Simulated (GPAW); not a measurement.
Runs of GPAW 26.7.0 on CuO (Tenorite). It takes space group C2/c (No. 15, monoclinic). Conventional cell: a = 4.684 Å, b = 3.423 Å, c = 5.129 Å, α = 90.00°, β = 99.54°, γ = 90.00°. Around Cu (site symmetry -1) lie 4 O at 1.95 to 1.96 Å. Around O (site symmetry 2) lie 4 Cu at 1.95 to 1.96 Å. 

| level | potentials or basis | U | k mesh | cutoff (eV) | smearing | maxiter | gap on the mesh (eV) | pressure (GPa) | largest force (eV/Å) |
| --- | --- | --- | --- | --- | --- | --- | --- | --- | --- |
| PBE+U | PAW data sets generated in the run's folder for this functional, pw | Cu d U = 5.3 eV | 8 × 8 × 4 | 600 | fermi-dirac 0.05 eV | 80 | none | 2.7 | 0.08 |
| PBE | GPAW PAW data sets (gpaw-data 1.2.1), pw | - | 10 × 10 × 5 | 800 | fermi-dirac 0.05 eV | 150 | none | (a) | 0.17 |
| LDA+U | the program's PAW data sets (release 1.2.1) made for this functional, pw | Cu d U = 6.2 eV | 8 × 8 × 4 | 650 | fermi-dirac 0.01 eV | 150 | none | (b) | (c) |
| PBEsol+U | PAW data sets generated in the run's folder for this functional, pw | Cu d U = 4.5 eV | 8 × 8 × 4 | 650 | fermi-dirac 0.01 eV | 150 | none | -3.4 | 0.18 |
| LDA+U | the program's PAW data sets (release 1.2.1) made for this functional, pw | Cu d U = 1 eV | 8 × 8 × 4 | 650 | fermi-dirac 0.01 eV | 150 | none | -10.5 | 0.39 |

Alike in all rows: task single point; no spin polarisation; cell as given.

Question: Estimate the missing entries.

Answer: (a) 7.9; (b) -11.7; (c) 0.28.

Caveats: the run has no spin polarisation, though such a crystal can be magnetic; the cutoff is short for stress and forces, so pressures can be off by a GPa or more (some runs); U without spin polarisation on a metal has little footing (some runs); semilocal functionals often make such compounds metallic where correlation or magnetic order opens a gap, which also shifts bond lengths (some runs).

A k mesh can miss the band edges.

A gap of «none» marks a metal or a gap under the smearing width.

Not every run made on this cell is shown here.
